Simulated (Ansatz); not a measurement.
Space group P6_3/mmc (No. 194). a = 3.724 Å, b = 3.724 Å, c = 6.038 Å, α = 90.00°, β = 90.00°, γ = 120.00°
```tsv
atom	site	symmetry	x	y	z
Na	2c	-6m2	0.3333	0.6667	0.2500
```

Equation of state of this Na structure (not necessarily the ground state), with shape and atoms relaxed at each volume where symmetry leaves them free. It has no gap at any of these volumes. Level of theory: Ansatz 0.2.0, DFT PBEsol, scalar-relativistic, plane waves, PAW.

Settings: cutoff 420 eV, Γ-centred mesh 12×12×8 on the computed 2-atom cell, Gaussian smearing of 0.10 eV; no spin polarisation.

```
V (Å³/atom) E − E(largest V) (meV/atom) P (GPa)
     34.087                         0.98     0.57
     35.175                        -1.81     0.27
     36.263                        -2.75     0.02
     37.351                        -2.08    -0.20
     38.438                         0.00    -0.40
```

Q: Fit a third-order Birch–Murnaghan equation to E(V).

A: V0 = 36.33 Å³/atom, B0 = 8 GPa, B0' = 3.7.

This form isn't the element's structure at ambient conditions.